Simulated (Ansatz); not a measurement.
# GaN (F-43m) in Ansatz: further runs

The runs below take GaN through single point, with PBE, HSE06, PBE0.

Program: Ansatz 0.2.0. These are calculated values, not measurements. Logs are shortened: lines on timing, memory, paths and dates and some standing lists are left out, and cuts for length are marked.

**Experimental background.**

From a printed reference work, textbook, for a bulk crystal of GaN at 0 K: band gap 3.299 eV (direct).

How close the calculation comes is told below.

### Step 1. The structure

Symmetry: F-43m, No. 216, cubic system. Conventional cell: a = 4.507 Å, b = 4.507 Å, c = 4.507 Å, α = 90.00°, β = 90.00°, γ = 90.00°. Ga (site symmetry -43m) has 4 N at 1.95 Å as nearest neighbours. N (site symmetry -43m) is surrounded by 4 Ga at 1.95 Å.

The cell is a database's computed one.

### Step 2. Single point, PBE

input.yaml reads:

```yaml
crystal:
  lattice:
    - [0.0, 2.2535006075, 2.2535006075]
    - [2.2535006075, 0.0, 2.2535006075]
    - [2.2535006075, 2.2535006075, 0.0]
  atoms:
    - { symbol: Ga, position: [0.0, 0.0, 0.0] }
    - { symbol: "N", position: [0.25, 0.25, 0.25] }
kpoints:
  mp_grid: { grid: [6, 6, 6] }
scf:
  occupations: { method: fermi_dirac, width: 0.05 }
hamiltonian:
  xc: pbe
  pseudopotentials: { kind: all_electron, datasets: crystal }
output:
  forces: true
  stress: true
  eigenvalues: true
  elf: true
  volumetric_format: npy
```

Potentials or basis: all-electron PAW datasets made for the crystal.

On the command line:

```
> ansatz run input.yaml --threads 1 --pin off --max-ram 3072MiB --backend cpu --events-out ev --progress --plain --runs-dir out
```

The log of the run:

```text
Warning: RAYON_NUM_THREADS=1 ignored (pool sized by the plan → 1); use --threads N
hamiltonian.pseudopotentials.datasets: crystal makes datasets for this crystal and solves the spheres of its atoms anew in each pass: cutoff 440.0 eV, the density's 1760.0 eV; for an error of 0.50 meV an atom under PBE, 1.0 meV for the cell; an energy difference from a run of another recipe may be off by several times the error for the cell, under r2SCAN by more, where some 0.1 meV an atom stays at smaller errors; N in spheres of 0.873 Å, 5 of its electrons in bands; Ga in spheres of 1.074 Å, 13 of its electrons in bands, 8 on its site; only band paths and densities of states list, in semicore columns, the levels of the semicore shells that are solved separately: 3s of Ga, 3p of Ga
Engine: ansatz 0.2.0, x86_64-unknown-linux-gnu
Pseudopotentials: kind: all_electron
Pseudopotential: Ga, paw, valence charge 21, recommended cutoff 440 eV (normal), crystal/all_electron/pbe/scalar/gaussian/Ga, Koelling and Harmon's equation, gaussian nucleus
Pseudopotential: N, paw, valence charge 5, recommended cutoff 440 eV (normal), crystal/all_electron/pbe/scalar/gaussian/N, Koelling and Harmon's equation, gaussian nucleus
Functional definition: PBE
  parameter kappa = 0.804
  parameter beta = 0.06672455060314922
  exchange = pbe_x(kappa = kappa, mu = beta*pi^2/3)
  correlation = pbe_c(beta = beta)
Crystal: 2 atoms, lattice volume = 22.888 Å³
Basis set: ecut = 440 eV, 531 PW (Γ), exchange–correlation on 48×48×48 points (8 copies of the dense FFT grid, shifted against one another)
Bands: 13, of which v1, the nominal top of the filled ones, is band 9 counted from 1 (8 counted from 0)
Symmetry: 24 space group operations
Space group: F-43m (ITA 216), of the structure as read, at distance tolerance 2.8e-5 Å
k-points: 16 of 216 (time reversal used)
Non-local potential: Ga, projectors of the file, l = 0: 1, l = 1: 1, l = 2: 2
Non-local potential: N, projectors of the file, l = 0: 1, l = 1: 1
PAW form: soft (Blöchl's): semilocal exchange-correlation on the pseudo side does not see the compensation charge
PAW one-centre angular grid: Ga, 590 points (default); XC on its mesh's 1835 points in the sphere
PAW one-centre angular grid: N, 110 points (default); XC on its mesh's 1911 points in the sphere
Initial density: superposition of atomic densities (neutral atoms: chi_scale 0, normalization atom)
Initial wavefunctions: pseudopotential atomic-orbital guess
Functional: x = pbe(κ = 0.804, μ = 0.2195149727645171), c = pbe(β = 0.06672455060314922)
iter 1 solved again at ethr=3.81e-2 eV; its pass at ethr=1.00e-1 eV (dr2=6.87e0 eV) is discarded
SCF iter   1: F=—  HF=-54392.730698 eV  |F-HF|=—  |Δ(HF+E_count)|=         —  Δρ=1.64e-1  dr2=7.17e0  ethr=3.81e-2  ⟨swp⟩=2.0  Hψ=1002  notcnv=0
preconditioner: auto → none  [insulator: Δε(μ)=3.098 eV  Ē_g=18.412 eV  σ=0.050 eV  W_gap=1.00  n_scr=8 (ndim 8)  ℏωp=32.9 eV  f_vac=0.000  D(μ)=0.00/eV (n_scr^D=0)  ε∞_Penn≈4.2]
SCF iter   2: F=—  HF=-54391.276545 eV  |F-HF|=—  |Δ(HF+E_count)|=    1.45e0  Δρ=9.79e-2  dr2=1.55e0  ethr=3.81e-2  ⟨swp⟩=3.1  Hψ=527  notcnv=0
iter 3 solved again at ethr=2.94e-4 eV; its pass at ethr=8.63e-3 eV (dr2=5.30e-2 eV) is discarded
SCF iter   3: F=—  HF=-54390.848336 eV  |F-HF|=—  |Δ(HF+E_count)|=   4.28e-1  Δρ=2.07e-2  dr2=5.28e-2  ethr=2.94e-4  ⟨swp⟩=2.0  Hψ=876  notcnv=0
SCF iter   4: F=—  HF=-54390.861129 eV  |F-HF|=—  |Δ(HF+E_count)|=   1.28e-2  Δρ=6.27e-3  dr2=5.38e-3  ethr=2.93e-4  ⟨swp⟩=3.0  Hψ=500  notcnv=0
SCF iter   5: F=—  HF=-54390.854104 eV  |F-HF|=—  |Δ(HF+E_count)|=   7.03e-3  Δρ=1.54e-3  dr2=2.11e-4  ethr=2.99e-5  ⟨swp⟩=3.0  Hψ=586  notcnv=0
SCF iter   6: F=—  HF=-54390.855122 eV  |F-HF|=—  |Δ(HF+E_count)|=   1.02e-3  Δρ=6.64e-4  dr2=3.99e-5  ethr=1.17e-6  ⟨swp⟩=3.0  Hψ=507  notcnv=0
SCF iter   7: F=—  HF=-54390.855121 eV  |F-HF|=—  |Δ(HF+E_count)|=   1.01e-6  Δρ=1.20e-4  dr2=1.28e-6  ethr=2.22e-7  ⟨swp⟩=2.1  Hψ=354  notcnv=0
SCF iter   8: F=-54390.855120 eV  HF=-54390.855120 eV  |F-HF|=7.71e-10  |Δ(HF+E_count)|=   2.96e-7  Δρ=4.75e-6  dr2=3.10e-9  ethr=7.10e-9  ⟨swp⟩=3.0  Hψ=485  notcnv=0
SCF 1 converged in 8 iterations: F = -54390.855120 eV  dr2 = 3.10e-9
  Residual-converged pass: ⟨swp⟩=3.1  Hψ=395  notcnv=0  max |occ|·‖R‖ = 5.3e-6 eV (tolerance 5.3e-6 eV)  dr2=3.23e-9  dr2_onsite=8.20e-9  max |Δocc| = 6.3e-15
SCF converged after 8 iterations
Free energy (F): -54390.855120 eV
Harris-Foulkes:  -54390.855120 eV  (|F-HF|=7.71e-10)
Internal energy: -54390.855120 eV  (E = F + TS)
E sigma→0 (E₀):  -54390.855120 eV
Past the cutoff: the bands carry plane waves up to 1.75 times it, of which those up to 1.5 times it add -0.000226 eV an atom, each by itself; the spheres take 0.000261 eV an atom off the energy for waves past 1.75 times it
By the cutoff:   a pressure is off by up to 0.009 GPa (1.2 times the spheres' own share and the shells' term, over an atom's volume, and 0.004 GPa: a bound that held against runs at twice the plane waves)
Past the cutoffs: a stress includes 0.0041 GPa for waves and charges beyond them, in addition to the slope of what the spheres take
In the spheres:  the bands' charges fall short by 3.1e-6 e at most (sound up to 1e-3), those of shells solved beside the bands by 4.9e-8 e (sound up to 5e-4)
Fermi energy:    12.299806 eV
--- Per-component energies (eV) ---
  E_band       = 25.864310
  E_kinetic    = 251.913736
  E_local      = -4806.629842  (includes V_loc(G=0)·N_el)
  E_nonlocal   = 9.235768
  E_hartree    = 2307.067666
  E_xc         = -108.175170
  E_vxc        = -135.763406  (∫ρ·V_xc dr)
  E_paw        = -56950.137267  (= ΣΔE_a)
  E_vpaw       = -8494.999173  (= ΣTr[D̂ρ^β])
  E_ewald      = -3682.104142
  E_smearing   = -0.000000  (= −TS)
  E_closure    = 8587.974131  (closes the sum)
  Σ components = -54390.855120   (vs F -54390.855120, Δ=0.00e0)
  The terms above E_closure are by the made datasets' own strengths, without shells solved beside the bands.
--- Forces (eV/Å), atoms counted from 1 ---
  atom   1  Ga     0.00000000     0.00000000     0.00000000
  atom   2  N     -0.00000000    -0.00000000     0.00000000
  max |Σ_I F_I| component: 1.48e-16 eV/Å
--- Stress (GPa, compression-positive) ---
        4.887167       0.000000      -0.000000
        0.000000       4.887167       0.000000
       -0.000000       0.000000       4.887167
  P = ⅓ Tr σ = 4.8872 GPa (48.872 kbar)
  It holds what live shells' own plane waves past their cutoff add
--- Band table (eV; the first three rows and the last of 16) ---
  k-point 0: bands = ["-4.5247", "-2.0914", "-2.0914", "-2.0914", "-1.7762", "-1.7762", "11.4055", "11.4055", "11.4055", "13.1379", "21.7153"]
  k-point 1: bands = ["-4.2441", "-2.0578", "-2.0578", "-1.9608", "-1.7775", "-1.7775", "9.1237", "11.1345", "11.1345", "14.7463", "20.6706"]
  k-point 2: bands = ["-3.7854", "-2.0133", "-2.0133", "-1.7552", "-1.7552", "-1.2875", "6.0492", "10.6548", "10.6548", "15.8778", "20.0480"]
  k-point 15: bands = ["-3.4748", "-1.9629", "-1.8893", "-1.7829", "-1.7365", "0.1379", "5.5764", "7.9772", "7.9788", "16.7026", "19.3177"]
```

It took 5.4 s on 1 thread of AMD EPYC 7R43 (Zen 3), shared host; peak memory 0.48 GiB.

What came out:

* Free energy: -54390.8551 eV
* Pressure: 4.9 GPa
* Band gap on the k mesh: 1.73 eV, direct

Levels at points of the mesh, in eV from the valence-band top:
```csv
k point,band 7,band 8,band 9,band 10,band 11
"(0.00, 0.00, 0.00)",0.00,0.00,0.00,1.73,10.31
"(0.00, 0.00, -0.50)",-7.03,-0.97,-0.97,4.65,8.73
"(0.00, -0.50, -0.50)",-6.12,-2.70,-2.70,3.35,6.67
```

### Step 3. Single point, HSE06

input.yaml, as its differences from that of step 2:

```diff
@@ -13,3 +13,3 @@
 hamiltonian:
-  xc: pbe
+  xc: hse06
   pseudopotentials: { kind: all_electron, datasets: crystal }
@@ -18,4 +18 @@
   stress: true
-  eigenvalues: true
-  elf: true
-  volumetric_format: npy
```

Potentials or basis: all-electron PAW datasets made for the crystal.

On the command line:

```
> ansatz run input.yaml --threads 1 --pin off --max-ram 3072MiB --backend cpu --events-out ev --progress --plain --runs-dir out
```

Run time: 3.9 min. Hardware: 1 thread of AMD EPYC 7R43 (Zen 3), shared host; peak memory 0.9 GiB.

Results (log left out):

```yaml
Free_energy: -54390.6920 eV
Pressure: -1.2 GPa
Band_gap_on_the_k_mesh: 2.98 eV, direct
```

Levels at points of the mesh, in eV from the valence-band top:
| k point | band 9 | band 10 | band 11 | band 12 | band 13 | band 14 |
| --- | --- | --- | --- | --- | --- | --- |
| (0.00, 0.00, 0.00) | -15.36 | -15.36 | 0.00 | 0.00 | 0.00 | 2.98 |
| (0.00, 0.00, -0.50) | -15.32 | -13.65 | -7.53 | -1.04 | -1.04 | 6.09 |
| (0.00, -0.50, -0.50) | -15.29 | -13.09 | -6.56 | -2.90 | -2.90 | 4.45 |

### Step 4. Single point, PBE0

input.yaml, as its differences from that of step 3:

```diff
@@ -13,3 +13,3 @@
 hamiltonian:
-  xc: hse06
+  xc: pbe0
   pseudopotentials: { kind: all_electron, datasets: crystal }
```

Potentials or basis: all-electron PAW datasets made for the crystal.

On the command line:

```
> ansatz run input.yaml --threads 1 --pin off --max-ram 3072MiB --backend cpu --events-out ev --progress --plain --runs-dir out
```

The log of the run:

```text
Warning: RAYON_NUM_THREADS=1 ignored (pool sized by the plan → 1); use --threads N
hamiltonian.pseudopotentials.datasets: crystal makes datasets for this crystal and solves the spheres of its atoms anew in each pass: cutoff 490.0 eV, the density's 1960.0 eV;, for an error of 0.50 meV an atom under PBE, 1.0 meV for the cell; an energy difference from a run of another recipe may be off by several times the error for the cell, under r2SCAN by more, where some 0.1 meV an atom stays at smaller errors; N in spheres of 0.873 Å, 5 of its electrons in bands; Ga in spheres of 1.074 Å, 21 of its electrons in bands
[... 2 set-up lines as earlier in the session ...]
Pseudopotential: Ga, paw, valence charge 21, recommended cutoff 490 eV (normal), crystal/all_electron/pbe/scalar/gaussian/Ga, Koelling and Harmon's equation, gaussian nucleus
Pseudopotential: N, paw, valence charge 5, recommended cutoff 490 eV (normal), crystal/all_electron/pbe/scalar/gaussian/N, Koelling and Harmon's equation, gaussian nucleus
Functional definition: PBE0
  parameter a = 0.25
[... 2 set-up lines as earlier in the session ...]
  exchange = (1 - a)*pbe_x(kappa = kappa, mu = beta*pi^2/3) + a*exact_x
[... 1 set-up line as earlier in the session ...]
Crystal: 2 atoms, lattice volume = 22.888 Å³
Basis set: ecut = 490 eV, 537 PW (Γ), exchange–correlation on 48×48×48 points (8 copies of the dense FFT grid, shifted against one another)
Bands: 17, of which v1, the nominal top of the filled ones, is band 13 counted from 1 (12 counted from 0)
[... 2 set-up lines as earlier in the session ...]
k-points: 16 of 216 (time reversal used)
Non-local potential: Ga, projectors of the file, l = 0: 2, l = 1: 3, l = 2: 2
[... 6 set-up lines as earlier in the session ...]
Functional: x = 0.75 pbe(κ = 0.804, μ = 0.2195149727645171) + 0.25 exact, c = pbe(β = 0.06672455060314922)
iter 1 solved again at ethr=2.68e-2 eV; its pass at ethr=1.00e-1 eV (dr2=6.97e0 eV) is discarded
SCF iter   1: F=—  HF=-54392.725089 eV  |F-HF|=—  |Δ(HF+E_count)|=         —  Δρ=1.65e-1  dr2=7.18e0  ethr=2.68e-2  ⟨swp⟩=2.0  Hψ=1263  notcnv=0
preconditioner: auto → none  [insulator: Δε(μ)=3.102 eV  Ē_g=18.449 eV  σ=0.050 eV  W_gap=1.00  n_scr=8 (ndim 8)  ℏωp=32.9 eV  f_vac=0.000  D(μ)=0.00/eV (n_scr^D=0)]
SCF iter   2: F=—  HF=-54391.276400 eV  |F-HF|=—  |Δ(HF+E_count)|=    1.45e0  Δρ=9.72e-2  dr2=1.53e0  ethr=2.68e-2  ⟨swp⟩=3.1  Hψ=667  notcnv=0
iter 3 solved again at ethr=2.07e-4 eV; its pass at ethr=5.89e-3 eV (dr2=5.38e-2 eV) is discarded
SCF iter   3: F=—  HF=-54390.848154 eV  |F-HF|=—  |Δ(HF+E_count)|=   4.28e-1  Δρ=2.13e-2  dr2=5.34e-2  ethr=2.07e-4  ⟨swp⟩=2.0  Hψ=1144  notcnv=0
SCF iter   4: F=—  HF=-54390.853783 eV  |F-HF|=—  |Δ(HF+E_count)|=   5.63e-3  Δρ=6.62e-3  dr2=6.26e-3  ethr=2.05e-4  ⟨swp⟩=3.0  Hψ=569  notcnv=0
SCF iter   5: F=—  HF=-54390.854343 eV  |F-HF|=—  |Δ(HF+E_count)|=   5.60e-4  Δρ=1.78e-3  dr2=6.02e-4  ethr=2.41e-5  ⟨swp⟩=3.0  Hψ=719  notcnv=0
SCF iter   6: F=—  HF=-54390.855116 eV  |F-HF|=—  |Δ(HF+E_count)|=   7.73e-4  Δρ=6.00e-4  dr2=3.72e-5  ethr=2.31e-6  ⟨swp⟩=3.0  Hψ=673  notcnv=0
SCF iter   7: F=—  HF=-54390.802071 eV  |F-HF|=—  |Δ(HF+E_count)|=         —  Δρ=1.69e-2  dr2=2.67e-2  ethr=1.43e-7  ⟨swp⟩=4.1  Hψ=1166  notcnv=0  defer=1
SCF iter   8: F=—  HF=-54390.798116 eV  |F-HF|=—  |Δ(HF+E_count)|=   3.95e-3  Δρ=6.69e-3  dr2=4.01e-3  ethr=1.43e-7  ⟨swp⟩=4.0  Hψ=947  notcnv=0
SCF iter   9: F=—  HF=-54390.796146 eV  |F-HF|=—  |Δ(HF+E_count)|=   1.97e-3  Δρ=6.77e-4  dr2=8.28e-5  ethr=1.43e-7  ⟨swp⟩=4.0  Hψ=845  notcnv=0
SCF iter  10: F=—  HF=-54390.796706 eV  |F-HF|=—  |Δ(HF+E_count)|=   5.60e-4  Δρ=2.35e-4  dr2=4.69e-6  ethr=1.43e-7  ⟨swp⟩=3.0  Hψ=836  notcnv=0
SCF iter  11: F=—  HF=-54390.796773 eV  |F-HF|=—  |Δ(HF+E_count)|=   6.73e-5  Δρ=1.08e-4  dr2=2.36e-6  ethr=1.80e-8  ⟨swp⟩=3.0  Hψ=505  notcnv=0
SCF iter  12: F=—  HF=-54390.796773 eV  |F-HF|=—  |Δ(HF+E_count)|=   1.16e-7  Δρ=3.46e-5  dr2=1.42e-7  ethr=9.09e-9  ⟨swp⟩=3.0  Hψ=689  notcnv=0
SCF iter  13: F=-54390.796763 eV  HF=-54390.796763 eV  |F-HF|=1.81e-8  |Δ(HF+E_count)|=   9.98e-6  Δρ=8.11e-6  dr2=8.19e-9  ethr=5.46e-10  ⟨swp⟩=3.0  Hψ=626  notcnv=0
SCF 1 converged in 13 iterations: F = -54390.796764 eV  dr2 = 8.19e-9
  Residual-converged pass: ⟨swp⟩=3.0  Hψ=572  notcnv=0  max |occ|·‖R‖ = 4.7e-6 eV (tolerance 5.3e-6 eV)  dr2=8.82e-9  dr2_onsite=1.91e-8  max |Δocc| = 8.7e-20
hybrid outer 1: dexx = +3.135e-11 eV
hybrid SCF converged: 1 outer / 13 inner (+0 warm-up), last move |dexx| = 3.13e-11 eV
Stability not checked: this state was not tested for a lower state beside it, because the functional holds exact exchange (a hybrid, or Hartree-Fock), whose exchange loop this test does not read (fock_operator; see scf.lower_state_search)
Free energy (F): -54390.796764 eV
Harris-Foulkes:  -54390.796764 eV  (|F-HF|=1.81e-8)
Internal energy: -54390.796764 eV  (E = F + TS)
E sigma→0 (E₀):  -54390.796764 eV
Past the cutoff: the bands carry plane waves up to 1.75 times it, of which those up to 1.5 times it add -0.000225 eV an atom, each by itself; the spheres take 0.000291 eV an atom off the energy for waves past 1.75 times it
Past the cutoffs: a stress includes 0.0001 GPa for waves and charges beyond them, in addition to the slope of what the spheres take
In the spheres:  the bands' charges fall short by 1.2e-4 e at most (sound up to 1e-3)
Fermi energy:    12.063868 eV
--- Per-component energies (eV) ---
  E_band       = -826.617494
  E_kinetic    = 285.316012
  E_local      = -4818.010303  (includes V_loc(G=0)·N_el)
  E_nonlocal   = -1505.943459
  E_hartree    = 2310.844706
  E_xc         = -82.692929
  E_vxc        = -107.519052  (∫ρ·V_xc dr)
  E_exx        = -158.891855  (= α·E_x^exact, valence–valence)
  E_paw        = -56011.022850  (= ΣΔE_a)
  E_vpaw       = -8256.082905  (= ΣTr[D̂ρ^β])
  E_ewald      = -3682.104142
  E_smearing   = -0.000000  (= −TS)
  E_closure    = 9271.708057  (closes the sum)
  Σ components = -54390.796764   (vs F -54390.796764, Δ=0.00e0)
  The terms above E_closure are by the made datasets' own strengths, without shells solved beside the bands.
--- Forces (eV/Å), atoms counted from 1 ---
  atom   1  Ga     0.00000000    -0.00000000     0.00000000
  atom   2  N     -0.00000000    -0.00000000    -0.00000000
  max |Σ_I F_I| component: 1.25e-16 eV/Å
--- Stress (GPa, compression-positive) ---
       -1.383126       0.000000      -0.000000
        0.000000      -1.383126       0.000000
       -0.000000       0.000000      -1.383126
  P = ⅓ Tr σ = -1.3831 GPa (-13.831 kbar)
--- Band table (eV; the first three rows and the last of 16) ---
  k-point 0: bands = ["-138.7115", "-87.7944", "-87.7944", "-87.7944", "-7.2853", "-5.5127", "-5.5127", "-5.5127", "-5.1996", "-5.1996", "10.1991", "10.1991", "10.1991", "13.8730"]
  k-point 1: bands = ["-138.7114", "-87.7948", "-87.7945", "-87.7945", "-7.0483", "-5.4809", "-5.4809", "-5.3069", "-5.2013", "-5.2013", "7.7872", "9.9032", "9.9032", "15.5590"]
  k-point 2: bands = ["-138.7114", "-87.7954", "-87.7946", "-87.7946", "-6.7741", "-5.4368", "-5.4368", "-5.1831", "-5.1831", "-4.3848", "4.3885", "9.3805", "9.3805", "16.8373"]
  k-point 15: bands = ["-138.7113", "-87.7956", "-87.7951", "-87.7950", "-6.6371", "-5.3674", "-5.3247", "-5.2211", "-5.1648", "-2.7384", "3.9481", "6.4570", "6.5278", "17.4612"]
```

It took 3.8 min on 1 thread of AMD EPYC 7R43 (Zen 3), shared host; peak memory 0.89 GiB.

What came out:

| Quantity | Value |
| --- | --- |
| Free energy | -54390.7968 eV |
| Pressure | -1.4 GPa |
| Band gap on the k mesh | 3.67 eV, direct |

### Step 5. The runs side by side

| level | cutoff (eV) | gap on the mesh (eV) | pressure (GPa) |
| --- | --- | --- | --- |
| PBE | 440 | 1.73 | 4.9 |
| HSE06 | 490 | 2.98 | -1.2 |
| PBE0 | 490 | 3.67 | -1.4 |

Alike in all rows: task single point; potentials or basis all-electron PAW datasets made for the crystal; no spin polarisation; cell as given; k mesh 6 × 6 × 6; smearing fermi-dirac 0.05 eV.

On the cell as given the gap runs from 1.73 eV (PBE) to 3.67 eV (PBE0). The pressure there spans -1.4 GPa (PBE0) to 4.9 GPa (PBE); a positive pressure means that this level wants a larger cell, a negative one a smaller.

Compare energies only between runs with the same functional and basis.

### Step 6. Against experiment

Step 2. A measured gap of GaN is 3.299 eV (direct; 0 K; a printed reference work, textbook); the calculated 1.73 eV misses it by -1.57 eV. Spin-orbit coupling on Ga is left out. The value is that of PBE, without temperature or zero-point motion. Semilocal functionals fall short of measured gaps as a rule. The cell is a database's relaxed one, not the measured one, which moves gaps too.

Step 3. Against the measured gap of GaN, 3.299 eV (direct; 0 K; a printed reference work, textbook), the calculated 2.98 eV is off by -0.32 eV. Spin-orbit coupling on Ga is left out. The value is that of HSE06, without temperature or zero-point motion. The cell is a database's relaxed one, not the measured one, which moves gaps too.

Step 4. Measured gap of GaN: 3.299 eV (direct; 0 K; a printed reference work, textbook). This calculation gives 3.67 eV (+0.37 eV). Spin-orbit coupling on Ga is left out. The value is that of PBE0, without temperature or zero-point motion. The cell is a database's relaxed one, not the measured one, which moves gaps too.
